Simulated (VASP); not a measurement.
# Cu in VASP: relaxation of the atoms with PBE

Aim: the relaxation of the atoms of Cu with PBE.

Program: VASP 6.6.1. These are calculated values, not measurements. Logs are shortened: lines on timing, memory, paths and dates and some standing lists are left out, and cuts for length are marked.

**1. The slab as given**

The cell holds a slab with vacuum, 11 atoms: a = 3.635 Å, b = 2.570 Å, c = 27.852 Å, α = 90.00°, β = 90.00°, γ = 90.00°.

The cell was built by a generator and needn't be a form met in nature.

**2. Relaxation of the atoms, PBE**

The input, INCAR:

```
SYSTEM = Cu
PREC = Accurate
ENCUT = 520
EDIFF = 1E-6
ISMEAR = 1
SIGMA = 0.2
LREAL = .FALSE.
LASPH = .TRUE.
NELM = 60
ALGO = Fast
ISIF = 2
LWAVE = .FALSE.
LCHARG = .FALSE.
GGA = PE
IBRION = 2
NSW = 40
EDIFFG = -0.01
KPAR = 8
```

The input, KPOINTS:

```
Automatic mesh
0
G
  12 18 1
  0 0 0
```

The input, POSCAR:

```
Cu
1.0
    3.6350000000      0.0000000000      0.0000000000
    0.0000000000      2.5703331496      0.0000000000
    0.0000000000      0.0000000000     27.8516657481
Cu
11
Direct
    0.0000000000      0.0000000000      0.2692837142
    0.5000000000      0.5000000000      0.3154269714
    0.0000000000      0.0000000000      0.3615702285
    0.5000000000      0.5000000000      0.4077134857
    0.0000000000      0.0000000000      0.4538567428
    0.5000000000      0.5000000000      0.5000000000
    0.0000000000      0.0000000000      0.5461432572
    0.5000000000      0.5000000000      0.5922865143
    0.0000000000      0.0000000000      0.6384297715
    0.5000000000      0.5000000000      0.6845730286
    0.0000000000      0.0000000000      0.7307162858
```

Potentials or basis: VASP PAW PBE potentials, release 64 (Cu).

On the command line:

```bash
$ cat potpaw_PBE.64/Cu/POTCAR > POTCAR
$ mpirun -np 8 vasp_std > vasp.out
```

OUTCAR:

```text
SYSTEM = Cu
   PREC = Accurate
   ENCUT = 520
   EDIFF = 1E-6
   ISMEAR = 1
   LREAL = .FALSE.
   LASPH = .TRUE.
   NELM = 60
   ISIF = 2
   GGA = PE
   IBRION = 2
   NSW = 40
   EDIFFG = -0.01

 ion  position               nearest neighbor table
   1  0.000  0.000  0.269-   3 2.57   2 2.57   2 2.57   2 2.57   2 2.57
   2  0.500  0.500  0.315-   3 2.57   3 2.57   3 2.57   3 2.57   4 2.57   1 2.57   1 2.57   1 2.57
                             1 2.57
   3  0.000  0.000  0.362-   2 2.57   2 2.57   2 2.57   2 2.57   5 2.57   1 2.57   4 2.57   4 2.57
                             4 2.57   4 2.57
   4  0.500  0.500  0.408-   5 2.57   5 2.57   5 2.57   5 2.57   6 2.57   2 2.57   3 2.57   3 2.57
                             3 2.57   3 2.57
   5  0.000  0.000  0.454-   4 2.57   4 2.57   4 2.57   4 2.57   3 2.57   6 2.57   6 2.57   6 2.57
                             6 2.57   7 2.57
   6  0.500  0.500  0.500-   4 2.57   8 2.57   7 2.57   5 2.57   5 2.57   7 2.57   5 2.57   7 2.57
                             5 2.57   7 2.57
   7  0.000  0.000  0.546-   8 2.57   8 2.57   8 2.57   8 2.57   9 2.57   6 2.57   6 2.57   6 2.57
                             6 2.57   5 2.57
   8  0.500  0.500  0.592-   7 2.57   7 2.57   7 2.57   7 2.57  10 2.57   6 2.57   9 2.57   9 2.57
                             9 2.57   9 2.57
   9  0.000  0.000  0.638-  10 2.57  10 2.57  10 2.57  10 2.57  11 2.57   7 2.57   8 2.57   8 2.57
                             8 2.57   8 2.57
  10  0.500  0.500  0.685-   9 2.57   9 2.57   9 2.57   9 2.57   8 2.57  11 2.57  11 2.57  11 2.57
                            11 2.57
  11  0.000  0.000  0.731-   9 2.57  10 2.57  10 2.57  10 2.57  10 2.57

  LATTYP: Found a simple orthorhombic cell.
 ALAT       =     2.5703331496
 B/A-ratio  =     1.4142135624
 C/A-ratio  =    10.8358193771

  Lattice vectors:

 A1 = (   0.0000000000,  -2.5703331496,   0.0000000000)
 A2 = (   3.6350000000,   0.0000000000,   0.0000000000)
 A3 = (   0.0000000000,   0.0000000000,  27.8516657481)

Analysis of symmetry for initial positions (statically):
=====================================================================
 Subroutine PRICEL returns:
 Original cell was already a primitive cell.

 Routine SETGRP: Setting up the symmetry group for a
 simple orthorhombic supercell.

 Subroutine GETGRP returns: Found  8 space group operations
 (whereof  8 operations were pure point group operations)
 out of a pool of  8 trial point group operations.

The static configuration has the point symmetry D_2h.

Analysis of symmetry for dynamics (positions and initial velocities):
=====================================================================
 Subroutine PRICEL returns:
 Original cell was already a primitive cell.

 Routine SETGRP: Setting up the symmetry group for a
 simple orthorhombic supercell.

 Subroutine GETGRP returns: Found  8 space group operations
 (whereof  8 operations were pure point group operations)
 out of a pool of  8 trial point group operations.

The dynamic configuration has the point symmetry D_2h.

 Subroutine INISYM returns: Found  8 space group operations
 (whereof  8 operations are pure point group operations),
 and found     1 'primitive' translations

----------------------------------------------------------------------------------------

                                     Primitive cell

  volume of cell :     260.2226

  direct lattice vectors                    reciprocal lattice vectors
     3.635000000  0.000000000  0.000000000     0.275103164  0.000000000  0.000000000
     0.000000000  2.570333150  0.000000000     0.000000000  0.389054625  0.000000000
     0.000000000  0.000000000 27.851665748     0.000000000  0.000000000  0.035904495

  length of vectors
     3.635000000  2.570333150 27.851665748     0.275103164  0.389054625  0.035904495

  position of ions in fractional coordinates (direct lattice)
     0.000000000  0.000000000  0.269283714
     0.500000000  0.500000000  0.315426971
     0.000000000  0.000000000  0.361570228
     0.500000000  0.500000000  0.407713486
     0.000000000  0.000000000  0.453856743
     0.500000000  0.500000000  0.500000000
     0.000000000  0.000000000  0.546143257
     0.500000000  0.500000000  0.592286514
     0.000000000  0.000000000  0.638429772
     0.500000000  0.500000000  0.684573029
     0.000000000  0.000000000  0.730716286

  ion indices of the primitive-cell ions
   primitive index   ion index
                 1           1
                 2           2
                 3           3
                 4           4
                 5           5
                 6           6
                 7           7
                 8           8
                 9           9
                10          10
                11          11

----------------------------------------------------------------------------------------

 KPOINTS: Automatic mesh

Automatic generation of k-mesh.
 Grid dimensions read from file:
 generate k-points for:   12   18    1

 Generating k-lattice:

  Cartesian coordinates                     Fractional coordinates (reciprocal lattice)
     0.022925264  0.000000000  0.000000000     0.083333333  0.000000000  0.000000000
     0.000000000  0.021614146  0.000000000     0.000000000  0.055555556  0.000000000
     0.000000000  0.000000000  0.035904495     0.000000000  0.000000000  1.000000000

  Length of vectors
     0.022925264  0.021614146  0.035904495

  Shift w.r.t. Gamma in fractional coordinates (k-lattice)
     0.000000000  0.000000000  0.000000000

 Subroutine IBZKPT returns following result:
 ===========================================

 Found     70 irreducible k-points:

 Following reciprocal coordinates:
            Coordinates               Weight
  0.000000  0.000000  0.000000      1.000000
  0.083333  0.000000  0.000000      2.000000
  0.166667  0.000000  0.000000      2.000000
  0.250000  0.000000  0.000000      2.000000
  0.333333  0.000000  0.000000      2.000000
  0.416667  0.000000  0.000000      2.000000
[... 16 lines left out ...]
  0.083333  0.166667  0.000000      4.000000
  0.166667  0.166667  0.000000      4.000000
 [... further k-points ...]
   k-points           NKPTS =     70   k-points in BZ     NKDIM =     70   number of bands    NBANDS=     72
   number of dos      NEDOS =    301   number of ions     NIONS =     11
   total plane-waves  NPLWV = 117600
   dimension x,y,z NGX =    28 NGY =   20 NGZ =  210
   dimension x,y,z NGXF=    56 NGYF=   40 NGZF=  420
   ions per type =              11
   NGX,Y,Z   is equivalent  to a cutoff of  12.81, 12.94, 12.53 a.u.
   NGXF,Y,Z  is equivalent  to a cutoff of  25.61, 25.87, 25.07 a.u.
 SYSTEM =  Cu
   PREC   = accura    normal or accurate (medium, high low for compatibility)
   ISTART =      0    job   : 0-new  1-cont  2-samecut
   ICHARG =      2    charge: 1-file 2-atom 10-const
   ISPIN  =      1    spin polarized calculation?
   LNONCOLLINEAR =      F non collinear calculations
   LSORBIT =      F    spin-orbit coupling
   LASPH  =      T    aspherical Exc in radial PAW
   ENCUT  =  520.0 eV  38.22 Ry    6.18 a.u.   6.76  4.78 51.79*2*pi/ulx,y,z
   NELM   =     60;   NELMIN=  2; NELMDL= -5     # of ELM steps
   EDIFF  = 0.1E-05   stopping-criterion for ELM
   LREAL  =      F    real-space projection
   EDIFFG = -.1E-01   stopping-criterion for IOM
   NSW    =     40    number of steps for IOM
   IBRION =      2    ionic relax: 0-MD 1-quasi-New 2-CG
   NFREE  =      1    steps in history (QN), initial steepest desc. (CG)
   ISIF   =      2    stress and relaxation
   ISYM   =      2    0-nonsym 1-usesym 2-fastsym
   POTIM  = 0.5000    time-step for ionic-motion
   TEBEG  =    0.0;   TEEND  =   0.0 temperature during run
   PSTRESS=    0.0 pullay stress
   NELECT =     121.0000    total number of electrons
   NUPDOWN=      -1.0000    fix difference up-down
   EMIN   =  10.00;   EMAX   =-10.00  energy-range for DOS
   EFERMI =   0.00;   METHOD = LEGACY
   ISMEAR =     1;   SIGMA  =   0.20  broadening in eV -4-tet -1-fermi 0-gaus
   EFERMI_NEDOS =   21; number of points for ismear=-14 and -15
   IALGO  =     68    algorithm
   IMIX   =      4    mixing-type and parameters
     AMIX     =   0.40;   BMIX     =  1.00
     AMIX_MAG =   1.60;   BMIX_MAG =  1.00
  volume/ion in A,a.u.               =      23.66       159.64
  Fermi-wavevector in a.u.,A,eV,Ry     =   1.268299  2.396737 21.886088  1.608582
  Thomas-Fermi vector in A             =   2.401401
   LORBIT       =      0    0 simple, 1 ext, 2 COOP (PROOUT), +10 PAW based schemes
   GGA     = PE    functional components
   LHFCALC =     F    Hartree Fock is set to
   AEXX    =    0.0000 exact exchange contribution
   IVDW    =     0    specifies the selected vdW correction
   LEPSILON=     F    determine dielectric tensor
   LRPA    =     F    only Hartree local field effects (RPA)
 conjugate gradient relaxation of ions
 non-spin polarized calculation
 RMM-DIIS sequential band-by-band and
 Methfessel and Paxton  Order N= 1 SIGMA  =   0.20
  energy-cutoff  :      520.00
  volume of cell :      260.22
 maximum number of plane-waves:      7055
 NGX is ok and might be reduce to    28
   NGX = 13   NGY =  9   NGZ =103

--------------------------------------- Ionic step        1  -------------------------------------------

 number of electron     120.9999889 magnetization

 Free energy of the ion-electron system (eV)
  ---------------------------------------------------
  ext. energy  EPLUGINS =         0.00000000
  ---------------------------------------------------
  free energy    TOTEN  =       -39.18719940 eV

  energy without entropy =      -39.19545773  energy(sigma->0) =      -39.18995218

------------------------ aborting loop because EDIFF is reached ----------------------------------------

  FORCE on cell =-STRESS in cart. coord.  units (eV):
  Direction    XX          YY          ZZ          XY          YZ          ZX
  --------------------------------------------------------------------------------------
  -------------------------------------------------------------------------------------
  Total       -2.5067290     -1.7937956     -1.7266925      0.0000000      0.0000000      0.0000000
  in kB      -15.4338034    -11.0443082    -10.6311583      0.0000000      0.0000000      0.0000000
  external PRESSURE =     -12.3697566 kB  Pullay stress =       0.0000000 kB
[... 116 lines left out ...]
  FREE ENERGIE OF THE ION-ELECTRON SYSTEM (eV)
  ---------------------------------------------------
  free  energy   TOTEN  =       -39.2364525313 eV

  energy  without entropy=      -39.2446625476  energy(sigma->0) =      -39.23918920

[... ionic steps 4 to 11 ...]

--------------------------------------- Ionic step       12  -------------------------------------------

 number of electron     120.9999879 magnetization

------------------------ aborting loop because EDIFF is reached ----------------------------------------

  FORCE on cell =-STRESS in cart. coord.  units (eV):
  Direction    XX          YY          ZZ          XY          YZ          ZX
  --------------------------------------------------------------------------------------
  -------------------------------------------------------------------------------------
  Total       -1.1880976     -1.1398636     -0.0692955     -0.0000000      0.0000000      0.0000000
  in kB       -7.3150565     -7.0180823     -0.4266486     -0.0000000      0.0000000      0.0000000
  external PRESSURE =      -4.9199291 kB  Pullay stress =       0.0000000 kB
[... 75 lines left out ...]
  energy  without entropy=      -39.2496290144  energy(sigma->0) =      -39.24397639

--------------------------------------- Ionic step       14  -------------------------------------------

 number of electron     120.9999885 magnetization

 Free energy of the ion-electron system (eV)
  ---------------------------------------------------
  ext. energy  EPLUGINS =         0.00000000
  ---------------------------------------------------
  free energy    TOTEN  =       -39.24117780 eV

  energy without entropy =      -39.24961769  energy(sigma->0) =      -39.24399109

 E-fermi :   1.6588     XC(G=0):  -7.0775

 val. band max:        1.6534553951   @ k =   0.0000   0.2778   0.0000
 cond. band min:       1.6820370050   @ k =   0.5000   0.1111   0.0000
 fundamental gap:      0.0285816099
 Fermi energy:         1.6587715287

 k-point     1 :       0.0000    0.0000    0.0000
  band No.  band energies     occupation
      1      -7.4232      2.00000
      2      -6.9032      2.00000
      3      -6.0797      2.00000
      4      -5.0251      2.00000
      5      -3.8575      2.00000
      6      -3.0673      2.00000
[... 1789 lines left out ...]
     71       7.3423      0.00000
     72       8.3306      0.00000

 [... further k-points ...]
[... 5 lines left out ...]
  --------------------------------------------------------------------------------------
  -------------------------------------------------------------------------------------
  Total       -1.1418310     -1.1010528     -0.0537467      0.0000000      0.0000000      0.0000000
  in kB       -7.0301955     -6.7791260     -0.3309160      0.0000000      0.0000000      0.0000000
  external PRESSURE =      -4.7134125 kB  Pullay stress =       0.0000000 kB
[... 26 lines left out ...]
  FREE ENERGIE OF THE ION-ELECTRON SYSTEM (eV)
  ---------------------------------------------------
  free  energy   TOTEN  =       -39.2411777974 eV

  energy  without entropy=      -39.2496176900  energy(sigma->0) =      -39.24399109

 reached required accuracy - stopping structural energy minimisation
```

Wall time 18 min (8 MPI ranks of Intel Xeon 6975P-C (Granite Rapids), shared host); peak memory 0.99 GiB.

What came out:

| Property | Result |
| --- | --- |
| Free energy | -39.2412 eV |
| Energy gained by relaxing | 4.9 meV/atom |
| Ionic steps | 14 |
| Band gap on the k mesh | none (metal or under the smearing width) |

Forces on the atoms (eV/Å):
```
Cu   0.000  0.000 -0.002
Cu   0.000  0.000 -0.003
Cu   0.000  0.000  0.002
Cu   0.000  0.000  0.002
Cu   0.000  0.000 -0.001
Cu   0.000  0.000  0.000
Cu   0.000  0.000  0.001
Cu   0.000  0.000 -0.002
Cu   0.000  0.000 -0.002
Cu   0.000  0.000  0.003
Cu   0.000  0.000  0.002
```

Step by step:
```tsv
step	energy change (eV)	largest force (eV/Å)	pressure (GPa)
1	0.0000	0.4245	-1.24
2	-0.0249	0.3169	-1.16
3	-0.0493	0.0732	-0.89
4	-0.0495	0.0790	-0.85
5	-0.0511	0.0378	-0.82
6	-0.0518	0.0378	-0.76
7	-0.0522	0.0278	-0.72
8	-0.0527	0.0247	-0.68
9	-0.0530	0.0498	-0.60
10	-0.0533	0.0431	-0.57
11	-0.0537	0.0218	-0.52
12	-0.0538	0.0239	-0.49
13	-0.0540	0.0102	-0.53
14	-0.0540	0.0028	-0.47
```

Final structure:
```
Cu
1.0
     3.63500    0.00000    0.00000
     0.00000    2.57033    0.00000
     0.00000    0.00000   27.85167
Cu
11
Direct
  0.00000 0.00000 0.27311
  0.50000 0.50000 0.31462
  0.00000 0.00000 0.36236
  0.50000 0.50000 0.40793
  0.00000 0.00000 0.45398
  0.50000 0.50000 0.50000
  0.00000 0.00000 0.54602
  0.50000 0.50000 0.59207
  0.00000 0.00000 0.63764
  0.50000 0.50000 0.68538
  0.00000 0.00000 0.72689
```

Levels at points of the mesh, in eV from the Fermi level:
```tsv
k point	band 57	band 58	band 59	band 60	band 61	band 62	band 63	band 64	band 65	band 66
(0.00, 0.00, 0.00)	-1.55	-1.45	-1.41	-1.40	-0.85	0.15	1.64	1.85	2.78	3.18
(0.50, 0.00, 0.00)	-1.54	-1.54	-1.50	-1.50	-1.50	-1.40	-1.28	-1.16	-0.66	-0.45
(0.00, 0.50, 0.00)	-0.25	-0.11	-0.05	0.22	0.26	0.66	0.74	1.18	1.52	1.76
(0.50, 0.50, 0.00)	-0.42	0.47	0.61	1.66	1.84	3.02	3.25	3.71	3.72	3.87
```
